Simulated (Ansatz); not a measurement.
A run of Ansatz 0.2.0 is set up as follows.

Contents of input.yaml:

```yaml
crystal:
  lattice:
    - [1.604761016, 0.9265092046, 3.4939788749]
    - [-1.604761016, 0.9265092046, 3.4939788749]
    - [0.0, -1.8530184092, 3.4939788749]
  atoms:
    - { symbol: Mg, position: [0.0, 0.0, 0.0] }
    - { symbol: O, position: [0.571214, 0.571214, 0.571214] }
    - { symbol: O, position: [0.428786, 0.428786, 0.428786] }
hamiltonian:
  xc: pbesol
  pseudopotentials: { kind: paw }
kpoints:
  mp_grid: { grid: [8, 8, 8] }
scf:
  occupations: { method: fixed }
output:
  eigenvalues: true
dielectric:
  method: response
```

Potentials or basis: Ansatz PAW.

Launch:

```bash
$ ansatz run input.yaml --threads 2 --pin off --max-ram 5632MiB --backend cpu --events-out ev --progress --plain --runs-dir out
```

Task: Predict the electronic dielectric tensor (diagonal).

Result: 2.87, 2.87, 4.16.

Task: Estimate the Born charges (mean of the diagonal).

Result: Mg +2.05; O -1.03 e.

Task: What does it give for the band gap on the k mesh?

Result: 2.23 eV, direct.

Born effective charge tensors (e):
atom 1, Mg
```
2.04 0.00 0.00
0.00 2.04 0.00
0.00 0.00 2.08
```
atom 2, O
```
-1.02  0.00  0.00
 0.00 -1.02  0.00
 0.00  0.00 -1.04
```
atom 3, O
```
-1.02  0.00  0.00
 0.00 -1.02  0.00
 0.00  0.00 -1.04
```

 A k mesh can miss the band edges.
